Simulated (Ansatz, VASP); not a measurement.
# GaP (GaP(110)): VASP beside Ansatz, part 2 of 2

Wanted: the spread between two codes on one cell, functional and k mesh. The cell is taken from a series of runs on this material, whose earlier steps may have relaxed, scaled, displaced or heated it; both programs get it as it stands. Valence electrons are named where the data sets of a main pair hold unlike numbers.

VASP 6.6.1 and Ansatz 0.2.0.

So far: The structure; VASP: single point, PBE.

**3. Ansatz: single point, PBE**

Level of this step: Ansatz beside VASP: Kohn-Sham DFT, plane waves, PBE (Ansatz).

Ansatz runs on its default PAW (the set named soft_2) files.

The same cell, functional, mesh and smearing now go to Ansatz, which takes its cutoff from its data sets.

input.yaml reads:

```yaml
crystal:
  lattice:
    - [4.03045539, 0.0, 0.0]
    - [0.0, 5.69992467, 0.0]
    - [0.0, 0.0, 31.43760766]
  atoms:
    - { symbol: Ga, position: [0.0, 0.06117143, 0.26904502] }
    - { symbol: Ga, position: [0.5, 0.490524, 0.31341987] }
    - { symbol: Ga, position: [0.0, 0.99370078, 0.37785601] }
    - { symbol: Ga, position: [0.5, 0.49216629, 0.43820127] }
    - { symbol: Ga, position: [0.0, 0.99392108, 0.5] }
    - { symbol: Ga, position: [0.5, 0.49216629, 0.56179873] }
    - { symbol: Ga, position: [0.0, 0.99370078, 0.62214399] }
    - { symbol: Ga, position: [0.5, 0.490524, 0.68658013] }
    - { symbol: Ga, position: [0.0, 0.06117143, 0.73095498] }
    - { symbol: P, position: [0.0, 0.73444532, 0.31586713] }
    - { symbol: P, position: [0.5, 0.25845377, 0.24933389] }
    - { symbol: P, position: [0.0, 0.73745021, 0.43872825] }
    - { symbol: P, position: [0.5, 0.24026113, 0.37662769] }
    - { symbol: P, position: [0.0, 0.73745021, 0.56127175] }
    - { symbol: P, position: [0.5, 0.23973305, 0.5] }
    - { symbol: P, position: [0.0, 0.73444532, 0.68413287] }
    - { symbol: P, position: [0.5, 0.24026113, 0.62337231] }
    - { symbol: P, position: [0.5, 0.25845377, 0.75066611] }
hamiltonian:
  xc: pbe
  pseudopotentials: { kind: paw }
kpoints:
  mp_grid: { grid: [6, 4, 1] }
scf:
  occupations: { method: gaussian, width: 0.03 }
  n_extra_bands: 8
efield:
  axis: 3
  dipole_correction: true
  ramp_width: 0.04
output:
  forces: true
  eigenvalues: true
```

Command:

```sh
ansatz run input.yaml --threads 8 --pin off --max-ram 18432MiB --backend cpu --events-out ev --progress --plain --runs-dir out
```

Numbers of over 12 decimals in the logs are rounded to 6 here.

The program printed:

```text
scf.n_extra_bands = 8 over 81 filled bands (N_el = 162.0): the run solves 89 bands
Engine: ansatz 0.2.0, aarch64-unknown-linux-gnu
Pseudopotentials: kind: paw
Pseudopotential: Ga, paw, valence charge 13, recommended cutoff 420 eV (normal), Ga.paw.azcp
Pseudopotential: P, paw, valence charge 5, recommended cutoff 420 eV (normal), P.paw.azcp
Functional definition: PBE
  parameter kappa = 0.804
  parameter beta = 0.066725
  exchange = pbe_x(kappa = kappa, mu = beta*pi^2/3)
  correlation = pbe_c(beta = beta)
Crystal: 18 atoms, lattice volume = 722.225 Å³
Basis set: ecut = 420 eV, 14207 PW (Γ), exchange–correlation on 54×80×432 points (8 copies of the dense FFT grid, shifted against one another)
Bands: 89, of which v1, the nominal top of the filled ones, is band 81 counted from 1 (80 counted from 0)
Symmetry: 2 space group operations
k-points: 12 of 24 (time reversal used)
Non-local potential: Ga, projectors of the file, l = 0: 2, l = 1: 2, l = 2: 3, l = 3: 1
Non-local potential: P, projectors of the file, l = 0: 2, l = 1: 2, l = 2: 2
PAW form: soft (Blöchl's): semilocal exchange-correlation on the pseudo side does not see the compensation charge
PAW one-centre angular grid: Ga, 590 points (default); XC on 64 Gauss nodes
PAW one-centre angular grid: P, 110 points (default); XC on 64 Gauss nodes
Initial density: superposition of atomic densities (neutral atoms: chi_scale 0, normalization atom), corrected by the library's trained network
Initial wavefunctions: pseudopotential atomic-orbital guess
Functional: x = pbe(κ = 0.804, μ = 0.219515), c = pbe(β = 0.066725)
SCF iter   1: F=—  HF=-40853.503373 eV  |F-HF|=—  |Δ(HF+E_count)|=         —  Δρ=1.64e-3  dr2=1.09e-1  ethr=1.77e-3  p=0.000 e·Å  D=3.46e-14 V/Å  ΔV_dip=-0.00 eV  dr2_dipole=3.35e-8  V_vac-E_F(+/−)=4.75/4.75 eV  ⟨swp⟩=8.7  Hψ=4959  notcnv=0
efield: sawtooth ramp at fractional position 0.9800 (placed from the atoms, in the widest stretch of the axis that holds none; the zero of the levels goes with the place), width 0.0400; the density the first Hamiltonian is built on has a dipole p = 0.000 e·Å; the dipole correction subtracts the counter field D = 3.46e-14 V/Å, which shifts the + side's vacuum level by -0.00 eV against the − side's; the planar-averaged density in the ramp window peaks in size at 7.2e-6 e/Å³
preconditioner: auto → Resta (q_TF=auto, 2.127 Å⁻¹)  ε∞=3.0  [insulator: Δε(μ)=1.254 eV  Ē_g=12.490 eV  σ=0.030 eV  W_gap=1.00  n_scr=124 (ndim 8)  ℏωp=17.6 eV  f_vac=0.429  D(μ)=0.00/eV (n_scr^D=0)  ε∞_Penn≈3.0  vacuum switching on, ρ_ref=1.1e-2 e/Å³]
SCF iter   2: F=—  HF=-40853.486819 eV  |F-HF|=—  |Δ(HF+E_count)|=   1.66e-2  Δρ=1.08e-3  dr2=5.40e-2  ethr=6.70e-5  p=-0.000 e·Å  D=-2.48e-5 V/Å  ΔV_dip=0.00 eV  dr2_dipole=1.25e-7  V_vac-E_F(+/−)=4.95/4.95 eV  ⟨swp⟩=3.9  Hψ=2477  notcnv=0  defer=32
SCF iter   3: F=—  HF=-40853.481393 eV  |F-HF|=—  |Δ(HF+E_count)|=   5.43e-3  Δρ=5.89e-4  dr2=3.04e-3  ethr=3.34e-5  p=0.000 e·Å  D=2.11e-6 V/Å  ΔV_dip=-0.00 eV  dr2_dipole=2.04e-9  V_vac-E_F(+/−)=4.86/4.86 eV  ⟨swp⟩=2.4  Hψ=1305  notcnv=0  defer=32
SCF iter   4: F=—  HF=-40853.482769 eV  |F-HF|=—  |Δ(HF+E_count)|=   1.38e-3  Δρ=2.93e-4  dr2=1.09e-3  ethr=1.87e-6  p=-0.000 e·Å  D=-1.83e-5 V/Å  ΔV_dip=0.00 eV  dr2_dipole=8.73e-8  V_vac-E_F(+/−)=4.83/4.83 eV  ⟨swp⟩=2.1  Hψ=2020  notcnv=0  defer=32
SCF iter   5: F=—  HF=-40853.482465 eV  |F-HF|=—  |Δ(HF+E_count)|=   3.04e-4  Δρ=1.03e-4  dr2=1.12e-4  ethr=6.75e-7  p=0.000 e·Å  D=8.94e-6 V/Å  ΔV_dip=-0.00 eV  dr2_dipole=2.30e-8  V_vac-E_F(+/−)=4.83/4.83 eV  ⟨swp⟩=2.0  Hψ=1928  notcnv=0  defer=32
SCF iter   6: F=—  HF=-40853.482499 eV  |F-HF|=—  |Δ(HF+E_count)|=   3.38e-5  Δρ=2.87e-5  dr2=1.67e-5  ethr=6.92e-8  p=-0.000 e·Å  D=-3.29e-5 V/Å  ΔV_dip=0.00 eV  dr2_dipole=2.89e-7  V_vac-E_F(+/−)=4.83/4.83 eV  ⟨swp⟩=2.5  Hψ=2035  notcnv=0  defer=32
SCF iter   7: F=—  HF=-40853.482668 eV  |F-HF|=—  |Δ(HF+E_count)|=   1.69e-4  Δρ=1.32e-5  dr2=3.31e-6  ethr=1.03e-8  p=0.000 e·Å  D=6.90e-5 V/Å  ΔV_dip=-0.00 eV  dr2_dipole=1.26e-6  V_vac-E_F(+/−)=4.83/4.83 eV  ⟨swp⟩=2.2  Hψ=2043  notcnv=0  defer=32
SCF iter   8: F=—  HF=-40853.482668 eV  |F-HF|=—  |Δ(HF+E_count)|=   2.91e-7  Δρ=5.46e-6  dr2=1.08e-6  ethr=2.04e-9  p=-0.000 e·Å  D=-5.94e-5 V/Å  ΔV_dip=0.00 eV  dr2_dipole=9.26e-7  V_vac-E_F(+/−)=4.83/4.83 eV  ⟨swp⟩=2.4  Hψ=2018  notcnv=0  defer=32
SCF iter   9: F=—  HF=-40853.482668 eV  |F-HF|=—  |Δ(HF+E_count)|=   7.13e-8  Δρ=3.68e-6  dr2=1.11e-7  ethr=6.65e-10  p=0.000 e·Å  D=9.09e-6 V/Å  ΔV_dip=-0.00 eV  dr2_dipole=2.69e-8  V_vac-E_F(+/−)=4.83/4.83 eV  ⟨swp⟩=2.2  Hψ=1264  notcnv=0  defer=32
SCF iter  10: F=-40853.482668 eV  HF=-40853.482668 eV  |F-HF|=1.41e-8  |Δ(HF+E_count)|=   2.87e-8  Δρ=1.49e-6  dr2=1.53e-8  ethr=6.17e-11  p=0.000 e·Å  D=1.14e-7 V/Å  ΔV_dip=-0.00 eV  dr2_dipole=3.34e-12  V_vac-E_F(+/−)=4.83/4.83 eV  ⟨swp⟩=11.3  Hψ=5202  notcnv=0
SCF 1 converged in 10 iterations: F = -40853.482668 eV  dr2 = 1.53e-8
  greatest PAW one-centre occupation: 0.995 electrons in one spin orbital (limit 2), on the Ga atom at site 8 (counted from 0), in its partial waves of l = 2
SCF converged after 10 iterations
Free energy (F): -40853.482668 eV
Harris-Foulkes:  -40853.482668 eV  (|F-HF|=1.41e-8)
Internal energy: -40853.482668 eV  (E = F + TS)
E sigma→0 (E₀):  -40853.482668 eV
Fermi energy:    1.459063 eV
Dipole field:    D = -0.000001 V/Å  (p = -0.000005 e·Å, saw-weighted, corrected)
Work function:   Φ+ = 4.8277 eV   Φ− = 4.8276 eV
Levels:          The Fermi level and band energies are counted from a zero that moves with the ramp; work functions are not
--- Per-component energies (eV) ---
  E_band       = -1489.320914
  E_kinetic    = 1648.595546
  E_local      = -134212.737681  (includes V_loc(G=0)·N_el)
  E_nonlocal   = 4127.366713
  E_hartree    = 65886.732383
  E_xc         = -1162.537213
  E_vxc        = -1051.588834  (∫ρ·V_xc dr)
  E_paw        = -23026.524074  (= ΣΔE_a)
  E_vpaw       = -3774.415211  (= ΣTr[D̂ρ^β])
  E_aug_tail   = -0.001014  (compensation charges beyond the density's cutoff)
  E_efield     = 0.000000  (sawtooth field / dipole correction)
  E_vefield    = 0.000000  (∫n·V_field dr)
  E_ewald      = 45885.622672
  E_smearing   = -0.000000  (= −TS)
  E_closure    = -0.000000  (closes the sum)
  Σ components = -40853.482668   (vs F -40853.482668, Δ=0.00e0)
--- Forces (eV/Å), atoms counted from 1 ---
  atom   1  Ga     0.00000000    -0.01658641     0.01411234
  atom   2  Ga     0.00000000     0.00415919     0.02513494
  atom   3  Ga    -0.00000000    -0.02480931    -0.01273162
  atom   4  Ga     0.00000000    -0.02101548     0.01124542
  atom   5  Ga     0.00000000    -0.01146417    -0.00000133
  atom   6  Ga     0.00000000    -0.02101568    -0.01124771
  atom   7  Ga     0.00000000    -0.02480974     0.01273007
  atom   8  Ga    -0.00000000     0.00415876    -0.02513589
  atom   9  Ga    -0.00000000    -0.01658676    -0.01411305
  atom  10  P     -0.00000000     0.01587378     0.00264383
  atom  11  P      0.00000000    -0.01596958     0.10427212
  atom  12  P      0.00000000     0.03807722     0.01420625
  atom  13  P      0.00000000     0.03250628    -0.00067502
  atom  14  P      0.00000000     0.03807718    -0.01420493
  atom  15  P      0.00000000    -0.01299643     0.00000074
  atom  16  P     -0.00000000     0.01587460    -0.00264337
  atom  17  P      0.00000000     0.03250661     0.00067531
  atom  18  P     -0.00000000    -0.01596942    -0.10427195
  max |Σ_I F_I| component: 1.06e-5 eV/Å
--- Band table (eV; the first three rows and the last of 12) ---
  k-point 0: bands = [... 77 lower, 0.6933, 0.7121, 0.7760, 0.7990, 2.1407, 2.5006, 2.5253, 2.7694, ... 4 higher]
  k-point 1: bands = [... 77 lower, 0.2353, 0.2520, 0.5167, 0.6029, 2.5025, 2.6032, 2.6336, 2.6953, ... 4 higher]
  k-point 2: bands = [... 77 lower, -0.1672, -0.1230, 0.2350, 0.2355, 2.1935, 2.2731, 2.4238, 2.7090, ... 4 higher]
  k-point 11: bands = [... 77 lower, -0.2273, -0.1321, 0.2663, 0.4890, 2.3378, 2.8090, 2.9361, 3.6353, ... 4 higher]
```

In the SCF lines HF is the Harris–Foulkes energy and dr2 the Hartree energy of the density residual, in eV; the loop may stop once dr2 is under the threshold and the program's other checks hold. Hψ counts applications of the Hamiltonian.

**4. Comparison**

Known differences besides the potentials themselves: the cutoff is 420 eV in Ansatz and 650 eV in VASP; VASP leaves aspherical gradient terms in its spheres out (LASPH is not set), Ansatz keeps them. Total energies have different zeros and are not compared.

Compared:

| quantity | Ansatz | VASP | difference |
| --- | --- | --- | --- |
| gap on the k mesh (eV) | 1.320 | 1.312 | +0.008 |

Forces on 8 of the 18 atoms, those with the largest forces and the largest differences (eV/Å; atoms numbered as in POSCAR):

| atom | Ansatz x, y, z | VASP x, y, z |
| --- | --- | --- |
| Ga2 | 0.000, 0.004, 0.025 | 0.000, 0.004, 0.028 |
| P11 | 0.000, -0.016, 0.104 | 0.000, -0.010, 0.086 |
| P12 | 0.000, 0.038, 0.014 | 0.000, 0.035, 0.015 |
| P13 | 0.000, 0.033, -0.001 | 0.000, 0.031, -0.001 |
| P14 | 0.000, 0.038, -0.014 | 0.000, 0.035, -0.015 |
| P16 | 0.000, 0.016, -0.003 | 0.000, 0.009, -0.004 |
| P17 | 0.000, 0.033, 0.001 | 0.000, 0.031, 0.001 |
| P18 | 0.000, -0.016, -0.104 | 0.000, -0.010, -0.086 |

The forces differ by 4.1 meV/Å r.m.s., which is 18.8 % of the r.m.s. force of 0.022 eV/Å (both taken over all components). A gap on the mesh is an upper bound, since the band edges may lie between its points. With vacuum in the cell, a pressure given here is an average over mostly empty space and none of the material.

**5. Further runs**

Further runs change the set-up of one program: Ansatz's method, potentials or start, or VASP's data sets, cutoff or form of LDA. The table gives Ansatz less VASP for each quantity, since a change that brings one quantity closer may part another.

```
                                 run  r.m.s. force difference (meV/Å)  gap on the k mesh (eV)
                            as above                              4.1                  0.0081
VASP with the data sets Ga_h and P_h                              1.5                 -5.1e-4
```

**6. What came out**

```json
{
 "difference in gap on the k mesh (single point, PBE)": "0.0081 eV"
}
```

What this shows: The difference in gap on the k mesh is 0.0081 eV (single point, PBE), within the 0.08 eV picked in this series as the mark of a large difference. Single point, PBE, VASP with the data sets Ga_h and P_h: r.m.s. force difference goes from 4.1 to 1.5 meV/Å; the difference in gap on the k mesh goes from 0.0081 to -5.1e-4 eV. Such differences can come from data sets, numerical settings and the points named under the comparisons, not from the functional's error against experiment.

[Lines on the potential files, build, host, timing and source positions are cut from VASP's logs without a mark.]

[Logs are printed without paths, hosts, clocks, repeated set-up lines and the standing remarks that a program may print on its own settings, such as how far it seeks lower states.]

[Hosts, paths, dates, database ids (printed as entryN), source tags and the programs' standing remarks are cut or masked in the printed files.]
